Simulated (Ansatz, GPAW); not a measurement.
Ta: programs and potentials compared

```xyz
1
Lattice="-1.6513 1.6513 1.6513 1.6513 -1.6513 1.6513 1.6513 1.6513 -1.6513" Properties=species:S:1:pos:R:3 pbc="T T T"
Ta    0.0000    0.0000    0.0000
```

Alike in all runs: task single point; functional PBE; k mesh 11 × 11 × 11; occupations gaussian, width 0.011 eV; no spin polarisation; no spin-orbit coupling. Pressure is positive in compression and, in plane waves, holds the error of the finite cutoff, which Ansatz's Pulay term estimates and takes out.

```json
{"program and potentials": "Ansatz, Ansatz PAW", "plane-wave cutoff (eV)": "420", "notes": "Pulay term of +0.06 GPa included", "pressure (GPa)": "2.10"}
{"program and potentials": "Ansatz, all-electron LAPW, scalar-relativistic", "plane-wave cutoff (eV)": "-", "notes": "-", "pressure (GPa)": "2.07"}
{"program and potentials": "GPAW, GPAW PAW data sets (gpaw-data 1.2.1)", "plane-wave cutoff (eV)": "600", "notes": "-", "pressure (GPa)": "2.33"}
```

The pressure spans 2.07 (Ansatz, all-electron LAPW, scalar-relativistic) to 2.33 GPa (GPAW, GPAW PAW data sets (gpaw-data 1.2.1)), with all-electron results at 2.07.

The functional is the same throughout but for its coding, so the spread measures potentials, basis and numerics; runs on potential files found faulty are left out.

All three runs put bcc Ta under modest compression, so the PBE equilibrium volume is larger than that of this cell. As the cell is close to the measured one, this fits PBE's usual slight underbinding of the heavier transition metals. The pressure is a sensitive measure here because Ta is stiff: its roughly half-filled d band occupies mainly bonding states, and even a small change in lattice constant shifts the pressure noticeably. The spread between the runs therefore corresponds to only a very small difference in equilibrium lattice constant.

Ansatz PAW, at 2.10 GPa, lies close to the all-electron 2.07 GPa, while GPAW is higher at 2.33 GPa. A finite cutoff normally makes the pressure too low, so correcting for it would probably move GPAW further from the all-electron value, which suggests that the data set or other numerics are behind the offset. Agreement at a single volume doesn't show that the programs would also agree on the bulk modulus.
